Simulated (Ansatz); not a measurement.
Task: a band structure of MoS2, space group R-3m, with Ansatz's Python interface. Give the script and its output. Level of theory: PBE, PAW, the default cutoff (420 eV here), 8×8×8 k-points, Fermi-Dirac smearing of 0.1 eV.

Contents of `mos2.extxyz`:
```text
3
Lattice="1.5855 0.91538885 6.11499667 -1.5855 0.91538885 6.11499667 0.0 -1.8307777 6.11499667" Properties=species:S:1:pos:R:3 pbc="T T T"
Mo    0.00000000    0.00000000    0.00000000
S     0.00000000    0.00000000   13.75874250
S     0.00000000    0.00000000    4.58624750
```

The script, `mos2_bands.py`:
```python
"""Bands of MoS2 along a path through the zone."""

from collections import Counter
import json
import warnings

import ansatz
import numpy as np


def main() -> None:
    warnings.simplefilter("ignore", ansatz.DeckWarning)

    xtal = ansatz.Crystal.from_extxyz("mos2.extxyz")

    # high-symmetry points in fractions of the reciprocal vectors
    path = [
        ("H_0", (0.5, -0.18161, 0.18161)),
        ("L", (0.5, 0.0, 0.0)),
        ("G", (0.0, 0.0, 0.0)),
        ("S_0", (0.3408, -0.3408, 0.0)),
    ]
    calc = (
        xtal.calculation()
        .kpoints(8, center="gamma")
        .pseudopotentials("paw")
        .functional("pbe")
        .occupations("Fermi-Dirac")
        .band_structure([point for _, point in path], intervals=4)
        .scf(extra_bands=10)
    )
    result = calc.run(events_out="events.ndjson")
    summary = result.report
    with open("events.ndjson") as stream:
        kinds = Counter(json.loads(line)["event"] for line in stream)
    print("events:", {kind: kinds[kind] for kind in ("scf_iter", "scf_done", "notice", "finished")})

    for key in ("converged", "n_iterations", "n_electrons", "n_kpoints", "n_pw", "n_symmetry_ops", "free_energy_ev", "fermi_energy_ev"):
        print(f"{key:18s} {summary[key]}")

    bands = result.band_structure()
    fermi = bands.fermi_energy_ev
    print(f"zero of the bands: {fermi:.3f} eV, the Fermi level found on the SCF mesh")
    for spin, channel in enumerate(bands.channels):
        levels = channel.eigenvalues_ev - fermi
        crossing = [b for b in range(levels.shape[1]) if levels[:, b].min() < 0 < levels[:, b].max()]
        print(f"channel {spin}: bands that cross the Fermi level on this path:", [b + 1 for b in crossing] or "none")
        shown = crossing or sorted(np.argsort(np.abs(levels).min(axis=0))[:2])
        for k, row in zip(bands.kpoints_frac, levels[:, shown]):
            print(f"{k[0]:7.3f} {k[1]:7.3f} {k[2]:7.3f}  ", " ".join(f"{e:8.3f}" for e in row))


if __name__ == "__main__":
    main()
```

```console
$ python mos2_bands.py
events: {'scf_iter': 6, 'scf_done': 1, 'notice': 2, 'finished': 1}
converged          True
n_iterations       6
n_electrons        26.0
n_kpoints          65
n_pw               1023
n_symmetry_ops     12
free_energy_ev     -6761.913718338303
fermi_energy_ev    11.185322541029443
zero of the bands: 11.185 eV, the Fermi level found on the SCF mesh
channel 0: bands that cross the Fermi level on this path: [13, 14, 15]
  0.500  -0.182   0.182      0.332    0.587    0.923
  0.500  -0.136   0.136      0.236    0.720    1.068
  0.500  -0.091   0.091     -0.410    1.063    1.539
  0.500  -0.045   0.045     -1.020    1.089    1.864
  0.500  -0.000   0.000     -1.591    1.063    1.976
  0.375  -0.000   0.000     -1.785    1.002    1.521
  0.250  -0.000   0.000     -1.536    0.660    0.901
  0.125   0.000   0.000     -1.097    0.082    0.440
  0.000   0.000   0.000     -1.017   -0.235   -0.235
  0.085  -0.085   0.000     -1.121    0.266    0.417
  0.170  -0.170   0.000     -0.869    0.478    1.170
  0.256  -0.256   0.000     -0.064    0.524    1.629
  0.341  -0.341   0.000      0.358    0.736    0.764
```

Total energies depend on the potentials; only differences at equal settings carry meaning. A total without «per atom» is that of the cell as typed. No spin polarisation was allowed. For a metal this k-point mesh is coarse: on a finer one energies can move by several to tens of meV an atom and pressures by half a GPa or more, differences at one mesh by less. An absolute Fermi energy rests on an arbitrary zero of the periodic potential and has no direct meaning. Of the deposited cell: the entry's cell lengths or inner coordinates differ somewhat from later room-temperature determinations. The starting cell is as deposited in a crystallographic database; the results hold for this polymorph, which needn't be the stable one. Levels are Kohn-Sham eigenvalues on this mesh, without spin-orbit coupling. Timing: 5.2 s on 1 thread of Arm Neoverse V1, with other jobs on the host, peak memory 0.41 GiB.

(Lines on the test bed's own set-up are left out of the output.)
